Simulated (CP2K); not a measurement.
Runs of CP2K 2026.2 on CdSe. It takes space group F-43m (No. 216, cubic). Conventional cell: a = 6.141 Å, b = 6.141 Å, c = 6.141 Å, α = 90.00°, β = 90.00°, γ = 90.00°. Cd (site symmetry -43m) is surrounded by 4 Se at 2.66 Å. Around Se (site symmetry -43m) lie 4 Cd at 2.66 Å. Measurements of this composition are mostly on another form, of space group No. 186.

```tsv
task	level	cell	smearing	EPS_DEFAULT	k points reduced by the point group	NGRIDS	points a segment of the path (NPOINTS)	bands added on the path	gap on the mesh (eV)	pressure (GPa)	V0 of scaled cells (Å³/atom)	B0 (GPa)
band structure	vdW-DF-cx	as given	fermi-dirac 0.1 eV	1.0E-9	yes	4	6	4	0.44	0.2	-	-
relaxation of cell and atoms	revPBE+D3(BJ)	relaxed	fermi-dirac 0.05 eV	1.0E-10	-	4	-	-	0.70	0.0	-	-
equation of state	vdW-DF-cx	as given	fermi-dirac 0.0259 eV	1.0E-9	yes	5	-	-	-	-	29.04	(a)
equation of state	PBE+D4	as given	fermi-dirac 0.0259 eV	1.0E-9	yes	5	-	-	-	-	(b)	51
```

Alike in all rows: potentials or basis POTENTIAL_UZH Cd GTH-PBE-q12, Se GTH-PBE-q6; TZVP-MOLOPT-PBE-GTH basis; no spin polarisation; k mesh 8 × 8 × 8.

Estimate the missing entries.

(a) 50; (b) 28.84.

Caveats: the basis of atomic orbitals isn't converged, which shifts pressures, moduli and gaps; the potentials were made for another functional, which shifts forces and pressure (some runs); the printed path begins after the first move (some runs); the real-space grid breaks the cell's symmetry a little (some runs).

A k mesh can miss the band edges, and the runs leave out spin-orbit coupling on Cd, Se.
